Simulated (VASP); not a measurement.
Write the native input for VASP 6.6.1 that does the following.

| Quantity | Value |
| --- | --- |
| Task | relaxation of shape and atoms at fixed volume |
| Functional | PBE |
| Dispersion | D3(BJ) |
| Potentials or basis | VASP PAW PBE potentials, release 64 (Ga_d, N) |
| Cutoff | 600 eV |
| k mesh | 12 × 12 × 5 |
| Occupations | gaussian, width 0.03 eV |
| Spin | no spin polarisation |
| Further INCAR settings | ALGO = Normal; EDIFF = 1e-07; IBRION = 2; EDIFFG = -0.01; NSW = 40; ISIF = 4 |

The structure of GaN lies in POSCAR:

```
GaN                                     
1.0
    3.1304372117      0.0000000000      0.0000000000
   -1.5652186058      2.7110381503      0.0000000000
    0.0000000000      0.0000000000      5.1026138346
  Ga              N             
     2     2
Direct
     0.3333333332999970    0.6666666667000030    0.9992111713869392
     0.6666666667000030    0.3333333332999970    0.4992111713869392
     0.3333333332999970    0.6666666667000030    0.3757888286130608
     0.6666666667000030    0.3333333332999970    0.8757888286130608
```

The cell isn't the ideal one: a relaxed cell with its volume scaled by 0.94.

The input as run:

INCAR

```
PREC = Accurate
ENCUT = 600
EDIFF = 1E-7
ISMEAR = 0
SIGMA = 0.03
LREAL = F
LASPH = T
NELM = 80
ALGO = Normal
ISIF = 4
LWAVE = F
LCHARG = F
GGA = PE
IVDW = 12
IBRION = 2
NSW = 40
EDIFFG = -0.01
```

KPOINTS

```
regular mesh
0
Gamma
  12 12 5
```

Potentials or basis: VASP PAW PBE potentials, release 64 (Ga_d, N).

Command:

```console
$ cat potpaw_PBE.64/Ga_d/POTCAR potpaw_PBE.64/N/POTCAR > POTCAR
$ mpirun -np 1 vasp_std > vasp.out
```

Results of the run:

| Item | Value |
| --- | --- |
| Energy gained by relaxing | 0.0 meV/atom |
| Ionic steps | 3 |
| Pressure after relaxing | 12.7 GPa |
| Band gap on the k mesh | 2.27 eV, direct |
| Dispersion energy per atom | -0.269 eV |

It took 3.1 min on 1 thread of Intel(R) Xeon(R) Platinum 8259CL CPU @ 2.50GHz (Skylake/Cascade Lake) (shared host), peak memory 0.22 GiB.
